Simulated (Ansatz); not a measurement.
**Symmetry broken, then relaxed in BN**

These are results of Ansatz, DFT PBEsol, scalar-relativistic, plane waves, PAW, not measurements. The runs took a 420 eV cutoff, a Γ-centred 12×12×6 mesh and Gaussian smearing (0.05 eV). No spin polarisation. Energies are free energies at this smearing, counted from the undisturbed cell; pressure is positive in compression.

Reference structure (relaxed at this level; this wurtzite form isn't the usual structure):

```
CELL_PARAMETERS angstrom
2.54101 0.00000 0.00000
-1.27051 2.20058 0.00000
0.00000 0.00000 4.20330
ATOMIC_POSITIONS crystal
B 0.66667 0.33333 0.99973
B 0.33333 0.66667 0.49973
N 0.66667 0.33333 0.62527
N 0.33333 0.66667 0.12527
```

The atoms are displaced (Å, in the unstrained cell):

| atom | ux | uy | uz |
| --- | --- | --- | --- |
| B1 | -0.025 | 0.031 | 0.031 |
| B2 | -0.025 | 0.031 | 0.031 |
| N3 | 0.025 | -0.031 | -0.031 |
| N4 | 0.025 | -0.031 | -0.031 |

Cell and atoms are then relaxed.

Question: Does the relaxation return to the undisturbed structure?

Answer: Yes (up to a choice of domain or origin): same space group and volume, and an energy 0.0 meV/atom from it. The disturbance itself cost 64.4 meV/atom. The final space group reads P6_3mc (tolerance 0.05 Å) and the volume changes by 0.01 %.

Final structure:

```
CELL_PARAMETERS angstrom
2.54109 -0.00001 0.00000
-1.27055 2.20066 0.00000
0.00000 0.00000 4.20335
ATOMIC_POSITIONS crystal
B 0.66667 0.33333 0.99973
B 0.33333 0.66667 0.49973
N 0.66667 0.33333 0.62527
N 0.33333 0.66667 0.12527
```

The relaxation, step by step (energy from the first step; small jumps at an unchanged geometry come where the plane waves are selected anew for the new cell):

| step | ΔE (meV/atom) | largest force component (eV/Å) | pressure (GPa) |
| --- | --- | --- | --- |
| 1 | 0.0 | 1.793 | 3.84 |
| 2 | -37.4 | 1.018 | 0.33 |
| 3 | -64.4 | 0.025 | -0.17 |
| 4 | -64.4 | 0.000 | -0.04 |
| 5 | -64.4 | 0.000 | -0.03 |

Frames along the relaxation (Å, eV/Å):

```xyz
4
Lattice="2.541 0.000 0.000 -1.271 2.201 0.000 0.000 0.000 4.203" Properties=species:S:1:pos:R:3:forces:R:3 pbc="T T T" step=1
B     1.246    0.764    4.233    1.664   -1.686   -1.411
B    -0.025    1.498    2.131    1.162   -1.790   -1.397
N     1.295    0.703    2.597   -1.147    1.793    1.397
N     0.025    1.436    0.496   -1.679    1.682    1.411
4
Lattice="2.530 0.000 0.017 -1.265 2.191 -0.027 0.028 -0.035 4.259" Properties=species:S:1:pos:R:3:forces:R:3 pbc="T T T" step=2
B     1.279    0.712    4.276    0.909   -0.980   -0.708
B     0.001    1.460    2.132    0.717   -1.018   -0.713
N     1.298    0.692    2.651   -0.724    1.016    0.712
N     0.016    1.439    0.506   -0.902    0.981    0.708
4
Lattice="2.541 0.000 0.000 -1.270 2.200 0.000 0.000 0.000 4.205" Properties=species:S:1:pos:R:3:forces:R:3 pbc="T T T" step=3
B     1.270    0.734    4.205    0.011   -0.004   -0.025
B     0.000    1.467    2.102   -0.002   -0.007   -0.022
N     1.270    0.734    2.629    0.001    0.007    0.025
N     0.000    1.467    0.526   -0.010    0.004    0.023
4
Lattice="2.541 0.000 0.000 -1.271 2.201 0.000 0.000 0.000 4.203" Properties=species:S:1:pos:R:3:forces:R:3 pbc="T T T" step=4
B     1.271    0.734    4.202    0.000    0.000    0.000
B     0.000    1.467    2.101    0.000    0.000    0.000
N     1.271    0.734    2.628    0.000    0.000    0.000
N     0.000    1.467    0.527    0.000    0.000    0.000
4
Lattice="2.541 0.000 0.000 -1.271 2.201 0.000 0.000 0.000 4.203" Properties=species:S:1:pos:R:3:forces:R:3 pbc="T T T" step=5
B     1.271    0.734    4.202    0.000    0.000    0.000
B     0.000    1.467    2.101    0.000    0.000    0.000
N     1.271    0.734    2.628    0.000    0.000    0.000
N     0.000    1.467    0.527    0.000    0.000    0.000
```

Cost: 3 runs of about 1 core-minutes in all, on Intel Xeon Platinum 8375C (Ice Lake) (shared hosts).